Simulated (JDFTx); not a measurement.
SnTe in JDFTx: convergence with cutoff

Crystal: SnTe.

```
Te Sn
1.0
     0.00000    3.15085    3.15085
     3.15085    0.00000    3.15085
     3.15085    3.15085    0.00000
Te Sn
1 1
Direct
  0.50322 0.50014 0.49590
  0.99543 0.00547 0.99888
```

The cell isn't the ideal one: atoms moved at random, drawn with an rms of 0.02 Å.

```yaml
Program: JDFTx 1.7.0 (patched build)
Task: convergence study
Functional: LDA
Potentials_or_basis: PseudoDojo-SR-LDA-0.4.1-standard
Cutoff: 435 eV
Density_cutoff: 3483 eV
k_mesh: 4 × 4 × 4
Occupations: fermi-dirac, width 0.05 eV
Spin: no spin polarisation
```

These are the settings of the first run; the series varies cutoff, with any setting tied to it.

Hardware: 1 thread of Intel(R) Xeon(R) Platinum 8488C (Sapphire Rapids) (shared host).

```csv
cutoff,"energy less the tightest run, at zero smearing (meV/atom)",pressure (GPa),largest force (eV/Å),SCF cycles,CPU time (s),peak memory (GiB)
435.382 eV,48543.52,-762.64,0.109,13,27,0.08
544.228 eV,13566.91,-332.87,0.025,11,43,0.1
653.073 eV,2742.01,-102.42,0.059,11,61,0.12
761.919 eV,364.10,-21.98,0.056,11,89,0.14
870.764 eV,23.88,-4.02,0.056,11,98,0.17
979.61 eV,1.33,-1.98,0.056,11,100,0.19
1088.45 eV,0.99,-1.95,0.056,11,110,0.22
1251.72 eV,0.57,-1.94,0.056,11,160,0.27
1469.41 eV,0.00,-1.95,0.056,11,180,0.33
```

Against the tightest run, the energy stays within 1 meV/atom from 1088.45 eV on; the pressure stays within 0.1 GPa from 979.61 eV on; the largest force stays within 0.005 eV/Å from 653.073 eV on. The tightest run that finished is the yardstick and may itself not be fully converged.

Caveat, for the tightest run too: the k mesh is coarse (spacing up to 0.43 Å⁻¹), so the values aren't converged. The run has no spin-orbit coupling, so splittings on Te are missing.
